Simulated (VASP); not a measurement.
Input of a VASP 6.6.1 run:

INCAR

```
SYSTEM = NaH
ALGO = Normal ; EDIFF = 1E-6
EDIFFG = -0.01 ; ENCUT = 600
GGA = PE ; IBRION = 2
ISIF = 3 ; ISMEAR = 0
IVDW = 12 ; LASPH = .TRUE.
LCHARG = .FALSE. ; LREAL = .FALSE.
LWAVE = .FALSE. ; NELM = 80
NSW = 90 ; PREC = Accurate
SIGMA = 0.03
```

The input KPOINTS:

```
k-points
0
G
  10 10 10
  0 0 0
```

POSCAR

```
NaH
1.0
    0.0000000000      2.4400000000      2.4400000000
    2.4400000000      0.0000000000      2.4400000000
    2.4400000000      2.4400000000      0.0000000000
Na H
1 1
Direct
    0.0000000000      0.0000000000      0.0000000000
    0.5000000000      0.5000000000      0.5000000000
```

Potentials or basis: VASP PAW PBE potentials, release 64 (Na_pv, H).

Run with:

```console
$ cat potpaw_PBE.64/Na_pv/POTCAR potpaw_PBE.64/H/POTCAR > POTCAR
$ mpirun -np 1 vasp_std > vasp.out
```

Q: Predict the space group after relaxing (to 0.05 Å).

A: Fm-3m (No. 225).

Q: Predict the band gap on the k mesh.

A: 3.90 eV, indirect (least direct gap 4.77 eV).

Q: Predict the relaxed volume.

A: 13.12 Å³/atom.

The path:
```
step  energy change (eV)  largest force (eV/Å)  pressure (GPa)  volume (Å³)
   1              0.0000                0.0000           -2.17        29.05
   2             -0.0098                0.0000           -1.63        28.23
   3             -0.0197                0.0000           -0.47        26.77
   4             -0.0205                0.0000            0.05        26.24
```

A k mesh can miss the band edges.
